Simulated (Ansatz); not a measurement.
F (C2/m) from a database of computed structures was put through Ansatz (plane waves). The cell was relaxed beforehand with r2SCAN+rVV10.

The cell given to it:
```cif
data_structure
_symmetry_space_group_name_H-M 'P 1'
_symmetry_Int_Tables_number 1
_cell_length_a 2.9972
_cell_length_b 2.9972
_cell_length_c 7.0956
_cell_angle_alpha 104.770
_cell_angle_beta 104.770
_cell_angle_gamma 59.714
_cell_volume 52.61
loop_
_atom_site_label
_atom_site_type_symbol
_atom_site_fract_x
_atom_site_fract_y
_atom_site_fract_z
_atom_site_occupancy
F1 F 0.50552 0.50552 0.40266 1
F2 F 0.08497 0.08497 0.09704 1
F3 F 0.49448 0.49448 0.59734 1
F4 F 0.91503 0.91503 0.90296 1
```

Output, abridged:
```
Crystal: 4 atoms, lattice volume = 52.608 Å³
Basis set: ecut = 420 eV, 997 PW (Γ)
Bands: 18, of which v1, the nominal top of the filled ones, is band 14 counted from 1 (13 counted from 0)
Symmetry: 4 space group operations
Space group: C2/m (ITA 12)
k-points: 26 of 72
Free energy (F): -3222.298380 eV
Fermi energy:    -2.072592 eV
--- Per-component energies (eV) ---
  E_band       = -295.612901
  E_kinetic    = 809.723250
  E_local      = -2606.654262
  E_nonlocal   = 293.761709
  E_hartree    = 933.020948
  E_xc         = -313.031172
  E_vxc        = -400.919540
  E_paw        = -796.764427
  E_vpaw       = -257.576803
  E_ewald      = -1542.362817
--- G₀W₀: contour deformation, 7 samples at zero and on the imaginary axis and 1 off it, 72 q-points, 389 empty bands' worth ---
    ik  band        ε_KS         Σx   Σc(E_QP)       V_xc       Z   E_QP_lin       E_QP  E_QP is
     0    13     -2.2629   -34.2476     6.3376   -25.4547  0.7520    -5.1672    -4.7182  root ?
     0    14     -2.1278   -34.3629     6.2628   -25.6299  0.7544    -5.0082    -4.5980  root ?
     0    15      0.6076   -16.4636    -4.5839   -23.7369  0.7680     3.7948     3.2969  root ?
     0    16      1.9016   -17.8570    -5.9687   -26.3530  0.7152     5.2819     4.4289  root ?
     1    13     -2.2171   -34.3361     6.3097   -25.5553  0.7539    -5.1233    -4.6881  root ?
     1    14     -2.1720   -34.2817     6.2911   -25.5341  0.7526    -5.0524    -4.6284  root ?
     1    15      1.2181   -17.0552    -5.1404   -24.8625  0.7479     4.5107     3.8850  root ?
     1    16      1.2813   -17.1567    -5.1088   -24.9160  0.7469     4.5458     3.9318  root ?
     2    13     -2.3858   -33.7877     6.2904   -25.0869  0.7503    -5.2603    -4.7961  root ?
     2    14     -2.2908   -34.0202     6.2934   -25.2940  0.7514    -5.1709    -4.7238  root ?
     2    15      0.7655   -16.8802    -4.6395   -24.1916  0.7631     3.9609     3.4373  root ?
     2    16      1.8404   -17.8227    -5.8679   -26.2434  0.7189     5.2177     4.3932  root ?
     3    13     -2.3180   -33.9719     6.3261   -25.2249  0.7502    -5.2046    -4.7389  root ?
     3    14     -2.2411   -34.2036     6.3004   -25.4443  0.7530    -5.1354    -4.6999  root ?
     3    15      1.1531   -17.1291    -5.0541   -24.8575  0.7502     4.4399     3.8273  root ?
     3    16      1.4344   -17.3868    -5.3212   -25.3439  0.7394     4.7470     4.0703  root ?
     4    13     -2.4761   -33.8445     6.3543   -25.0885  0.7472    -5.3504    -4.8777  root ?
     4    14     -2.3821   -33.9030     6.3492   -25.1389  0.7488    -5.2682    -4.7971  root ?
     4    15      1.0931   -17.3839    -4.9289   -24.9612  0.7519     4.3547     3.7415  root ?
     4    16      1.6718   -17.7449    -5.6187   -25.9649  0.7279     5.0360     4.2732  root ?
     5    13     -2.5325   -33.6699     6.3270   -24.9522  0.7464    -5.3996    -4.9232  root ?
     5    14     -2.2449   -34.1640     6.2935   -25.4153  0.7526    -5.1316    -4.7000  root ?
     5    15      1.1316   -17.2056    -5.1127   -24.9725  0.7503     4.4512     3.7857  root ?
     5    16      1.5835   -17.5877    -5.5261   -25.7317  0.7322     4.9384     4.2014  root ?
     6    13     -2.4967   -33.7763     6.3341   -25.0442  0.7470    -5.3628    -4.8947  root ?
     6    14     -2.4158   -33.8522     6.3841   -25.0639  0.7477    -5.3078    -4.8201  root ?
     6    15      1.3797   -17.5593    -5.2891   -25.5101  0.7402     4.7235     4.0414  root ?
     6    16      1.4506   -17.6810    -5.2737   -25.5906  0.7388     4.7670     4.0865  root ?
     7    13     -2.5672   -33.6394     6.3566   -24.9002  0.7451    -5.4370    -4.9498  root ?
     7    14     -2.2477   -34.1574     6.2950   -25.4078  0.7525    -5.1342    -4.7023  root ?
     7    15      1.1279   -17.2066    -5.1460   -25.0083  0.7502     4.4663     3.7835  root ?
     7    16      1.6345   -17.6321    -5.6033   -25.8459  0.7297     5.0047     4.2449  root ?
     8    13     -2.3143   -34.1495     6.3572   -25.3512  0.7508    -5.2185    -4.7554  root ?
     8    14     -2.1129   -34.3995     6.2598   -25.6652  0.7549    -4.9949    -4.5873  root ?
     8    15      0.8001   -16.8611    -4.6525   -24.1830  0.7624     3.9909     3.4695  root ?
     8    16      1.7782   -17.7790    -5.7740   -26.1271  0.7223     5.1510     4.3523  root ?
  […]
```

The points are ik 0 = (0, 0, 0) (Γ), ik 1 = (0, 0, -1/2) (A), ik 2 = (0, 1/6, 0), ik 3 = (0, 1/6, -1/2), ik 4 = (0, 1/3, 0), ik 5 = (0, 1/3, -1/2), ik 6 = (0, -1/2, 0) (V₂), ik 7 = (0, -1/2, -1/2) (L₂), ik 8 = (1/6, 1/6, 0), ik 9 = (1/6, 1/6, -1/2), ik 10 = (1/6, 1/3, 0), ik 11 = (1/6, 1/3, -1/2); band 14 is the last filled one.

Task: Which of these blocks stood in the input: relax, gw, phonons, dielectric, magnetization (spin_orbit)?

Result: gw. The quasiparticle table needs the gw block.

Task: Which k mesh was typed?

Result: 6×6×2, Γ-centred. The answer isn't unique; the calculation gave this one.

Task: How were the bands filled?

Result: Fixed occupations.

Task: Which functional?

Result: PBE. The lines shown narrow the functional down without fixing it; this is the one that was run.

Run as `ansatz run input.yaml --threads 2 --pin off --max-ram 2211MiB --backend cpu --events-out ev --progress --plain --runs-dir out`. Wall time 15 min on 2 threads of Arm Neoverse V1, with other jobs on the host; peak host memory 1.1 GiB.

Calculated for a static, non-magnetic cell.
